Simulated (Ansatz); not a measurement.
Base system: LiI in the rock salt structure (space group Fm-3m, No. 225; a = 5.9033 Å). Axes: x, y, z lie along the cube axes.

Level of theory: Kohn–Sham DFT with the PBEsol functional, run in Ansatz (an electronic-structure program) with PAW and 420 eV plane waves, no spin-orbit coupling.

Before the change:

| Item | Result |
|---|---|
| Band gap | 4.31 eV |
| Shortest interatomic distance | 2.952 Å |

Modification: a free-standing slab of 3 layers (6 atoms, 2 a layer) is cut normal to the z axis, with 15 Å of vacuum and the in-plane cell held at bulk.

### Question
How does this affect the excess energy per area of both faces, band gap and shortest interatomic distance?

### Answer
The excess energy per area of both faces (slab less bulk energy over the cell's area: twice a surface energy) is 0.26 J/m²; the band gap shrinks by 0.05 eV (4.31 eV → 4.26 eV); the shortest interatomic distance decreases by 0.1485 Å (2.952 Å → 2.803 Å).

Slab and bulk use different k-meshes, which limits the precision of the excess energy. With I present, leaving out spin-orbit coupling can change the band edges. No phonon test of stability was made.
